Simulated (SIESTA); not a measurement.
Ti under changes of volume

One of the cells (16.731 Å³/atom); the others are scaled copies at fixed shape and fractional positions:

```
Ti
1.0
     0.00000    2.03000    2.03000
     2.03000    0.00000    2.03000
     2.03000    2.03000    0.00000
Ti
1
Direct
  0.00000 0.00000 0.00000
```

This isn't the form of Ti at room conditions, which is hcp.

```yaml
Program: SIESTA 5.4.2
Functional: LDA
Potentials_or_basis: PseudoDojo 0.4 standard (LDA files)
Basis: DZP (energy shift 0.003 Ry; two zetas on semicore shells)
Grid_cutoff: 800 Ry
Energy_shift: 0.003 Ry
k_mesh: 11 × 11 × 11
Occupations: fermi-dirac, width 0.05 eV
Spin: no spin polarisation
```

```tsv
volume (Å³/atom)	energy over the lowest point (meV/atom)	pressure (GPa)
15.727	2.65	2.8
16.062	0.00	0.1
16.396	2.73	-2.4
16.731	10.39	-4.6
17.065	22.60	-6.7
17.400	?	?
17.735	58.97	-10.3
```

Question: What does the run at 17.400 Å³/atom give?

Answer: Energy over the lowest point 38.91 meV/atom; pressure -8.5 GPa.

Worked out: A Birch-Murnaghan fit of order 3 (a polynomial in V^(-2/3)) to the other rows has its minimum at 16.05 Å³/atom with B0 = V·E''(V) = 124 GPa and B' = 3.4. It gives 38.89 meV/atom at 17.400 Å³/atom, against the run's 38.91, and -dE/dV = -8.7 GPa, against -8.5.

Energies are extrapolated to zero smearing.

Caveats: the basis of atomic orbitals isn't converged, which shifts pressures, moduli and gaps.
